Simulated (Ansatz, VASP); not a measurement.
One calculation of Ca, two programs

```
Ca
1.0
     3.41616   -3.61990    0.00000
     3.41616    3.61990    0.00000
     0.00000    0.00000    6.91439
Ca
4
Cartesian
  3.4162 -1.1713 2.0984
  3.4162 1.1713 4.8160
  3.4162 -2.4486 5.5556
  3.4162 2.4486 1.3588
```

Change from the starting cell: volume scaled by 0.96.

Alike in both runs: task single point; functional PBE; k mesh 5 × 5 × 4; occupations fermi-dirac, width 0.05 eV; no spin polarisation.

|  | VASP | Ansatz |
| --- | --- | --- |
| version | VASP 6.6.1 | Ansatz 0.2.0 |
| potentials or method | VASP PAW PBE potentials, release 64 (Ca_sv) | Ansatz PAW |
| plane-wave cutoff (eV) | 520 | 420 |
| valence electrons in the cell | 40 | 40 |

|  | VASP | Ansatz | Ansatz less VASP |
| --- | --- | --- | --- |
| gap on the k mesh at the Fermi level (eV) | none | none | - |
| pressure (GPa) | 0.4 | 0.3 | -0.01 |
| largest component of the traceless stress (GPa) | 0.30 | 0.30 | -0.003 |
| rms of the force components (eV/Å) | 0.016 | 0.016 | 0.0000 |

Atom by atom the forces differ by 0.000 eV/Å (rms over components). A gap of «none» marks a metal or a gap that the smearing closes. With one functional, cell and mesh, what is left measures potentials, basis and numerics.
